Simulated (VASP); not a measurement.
# BN: convergence, band structure

BN, sheet, 2 atoms in the cell. PBE; PAW potentials N, B (PBE set). VASP 6.6.1.

Wanted: band energies at the path's corners within 0.02 eV; smallest gap over path and mesh within 0.01 eV.

What the run is for: bands; Accuracy asked: standard; Route: fixed density (ICHARG 11).

Band energies at the path's corners: counted from the valence top.

POSCAR:
```
BN
1.0
    2.4982400000      0.0000000000      0.0000000000
   -1.2491200000     -2.1635393048      0.0000000000
    0.0000000000      0.0000000000    -16.0000000000
N B
1 1
Direct
    0.0000000000      0.0000000000      0.5000000000
    0.3333333334      0.6666666666      0.5000000000
```

The series start from Plane-wave cutoff (eV): 460; k-point mesh: 8 × 8 × 1; k points a path segment: 12; Electronic threshold (eV): 1e-6; Precision mode (PREC): Accurate; Bands in all (NBANDS): 16; Aspherical gradient terms in the spheres (LASPH): yes. Each series keeps the choices made before it, and each single choice may use up half of a tolerance. Times cover all steps of a run.

## Plane-wave cutoff (eV)

| Plane-wave cutoff (eV) | Band energies at the path's corners, largest deviation (eV) | Smallest gap over path and mesh (eV) | Time (s) |
|---|---|---|---|
| 320 | 0.102 | 4.633 | 37 |
| 400 | 0.034 | 4.663 | 44 |
| 460 | 0.006 | 4.669 | 73 |
| 520 | 0.001 | 4.670 | 82 |
| 640 (reference) | 0.000 | 4.670 | 131 |

Chosen: 460, the loosest value from which every tighter one stays within half of the tolerance.

## k-point mesh

| k-point mesh | Band energies at the path's corners, largest deviation (eV) | Smallest gap over path and mesh (eV) | Time (s) |
|---|---|---|---|
| 3 × 3 × 1 | 0.060 | 4.620 | 66 |
| 4 × 4 × 1 | 0.007 | 4.670 | 71 |
| 5 × 5 × 1 | 0.010 | 4.661 | 66 |
| 7 × 7 × 1 | 0.001 | 4.669 | 71 |
| 8 × 8 × 1 | 0.001 | 4.669 | 73 |
| 10 × 10 × 1 | 0.001 | 4.669 | 78 |
| 13 × 13 × 1 (reference) | 0.000 | 4.669 | 85 |

Chosen: 7 × 7 × 1.

## Electronic threshold (eV)

| Electronic threshold (eV) | Band energies at the path's corners, largest deviation (eV) | Smallest gap over path and mesh (eV) | Time (s) |
|---|---|---|---|
| 0.0001 | 0.018 | 4.667 | 37 |
| 1e-5 | 0.004 | 4.668 | 40 |
| 1e-6 | 0.004 | 4.669 | 38 |
| 1e-7 (reference) | 0.000 | 4.669 | 42 |

Chosen: 1e-5.

## Precision mode (PREC)

| Precision mode (PREC) | Band energies at the path's corners, largest deviation (eV) | Smallest gap over path and mesh (eV) | Time (s) |
|---|---|---|---|
| SingleN | 0.093 | 4.631 | 18 |
| Normal | 0.043 | 4.667 | 18 |
| Accurate (reference) | 0.000 | 4.668 | 40 |

Chosen: Accurate; the one before it in the list is off by more than half of the tolerance.

## Bands in all (NBANDS)

| Bands in all (NBANDS) | Band energies at the path's corners, largest deviation (eV) | Smallest gap over path and mesh (eV) | Time (s) |
|---|---|---|---|
| 6 | 0.004 | 4.666 | 23 |
| 7 | 0.003 | 4.665 | 27 |
| 8 | 0.004 | 4.665 | 24 |
| 10 | 0.005 | 4.666 | 27 |
| 16 | 0.000 | 4.668 | 40 |
| 26 (reference) | 0.000 | 4.669 | 54 |

Chosen: 6.

## Aspherical gradient terms in the spheres (LASPH)

| Aspherical gradient terms in the spheres (LASPH) | Band energies at the path's corners, largest deviation (eV) | Smallest gap over path and mesh (eV) | Time (s) |
|---|---|---|---|
| yes | 0.000 | 4.666 | 23 |
| no | 0.009 | 4.668 | 22 |

Chosen: yes; no other choice that stays within half of the tolerance saves 30 % of the time.

Also changed on the way, by series that aren't shown: k points a path segment: 5.

## All choices together

| Input | Band energies at the path's corners, largest deviation (eV) | Smallest gap over path and mesh (eV) | Time (s) |
|---|---|---|---|
| the program's defaults (naive) | 0.093 | 4.658 | 16 |
| chosen settings | 0.010 | 4.666 | 23 |
| reference settings throughout | 0.000 | 4.671 | 525 |

The tolerance is met.

## The input

INCAR.step1:
```
SYSTEM = BN
  GGA = PE
  LDIPOL = .True.
  IDIPOL = 3
  DIPOL = 0.5 0.5 0.500
  ISMEAR = 0
  SIGMA = 0.03
  LWAVE = .False.
  LCHARG = .True.
  NBANDS = 6
  PREC = Accurate
  LASPH = .True.
  LREAL = .False.
  ALGO = Normal
  EDIFF = 1E-5
  NELM = 120
  GGA_COMPAT = .False.
  ENCUT = 460
  EFERMI = MIDGAP
  NELMDL = -8
```

INCAR.step2, as INCAR.step1 but for:
```
- LCHARG = .True.
+ LCHARG = .False.
+ ICHARG = 11
```

KPOINTS.step1:
```
Automatic mesh
0
Gamma
  7 7 1
  0 0 0
```

KPOINTS.step2:
```
path GMKGALHA,LM,KH
5
line-mode
reciprocal
 0.0000000000  0.0000000000  0.0000000000  G
 0.5000000000  0.0000000000  0.0000000000  M

 0.5000000000  0.0000000000  0.0000000000  M
 0.3333333333  0.3333333333  0.0000000000  K

 0.3333333333  0.3333333333  0.0000000000  K
 0.0000000000  0.0000000000  0.0000000000  G

 0.0000000000  0.0000000000  0.0000000000  G
 0.0000000000  0.0000000000  0.5000000000  A

 0.0000000000  0.0000000000  0.5000000000  A
 0.5000000000  0.0000000000  0.5000000000  L

 0.5000000000  0.0000000000  0.5000000000  L
 0.3333333333  0.3333333333  0.5000000000  H

 0.3333333333  0.3333333333  0.5000000000  H
 0.0000000000  0.0000000000  0.5000000000  A

 0.5000000000  0.0000000000  0.5000000000  L
 0.5000000000  0.0000000000  0.0000000000  M

 0.3333333333  0.3333333333  0.0000000000  K
 0.3333333333  0.3333333333  0.5000000000  H
```

Commands (each step's output is kept before the next begins):
```
cat potpaw_PBE.64/N/POTCAR potpaw_PBE.64/B/POTCAR > POTCAR
cp INCAR.step1 INCAR
cp KPOINTS.step1 KPOINTS
mpirun -np 1 vasp_std > vasp.out
cp INCAR.step2 INCAR
cp KPOINTS.step2 KPOINTS
mpirun -np 1 vasp_std > vasp.out
```

Limits: PBE gaps are mostly well below measured ones.

The chosen input took VASP 6.6.1 23 s on 1 core (Intel Xeon Platinum 8488C (Sapphire Rapids)), a shared host.

## An input that fails: tetrahedra on too few k points

VASP's message: IBZKPT: tetrahedron method fails for NKPT<4. NKPT = 1.

k mesh: 8 × 8 × 1 becomes 1 × 1 × 1.

Changes against the starting input:
```
- ISMEAR = 0
- NELM = 120
+ ISMEAR = -5
+ NELM = 78
```
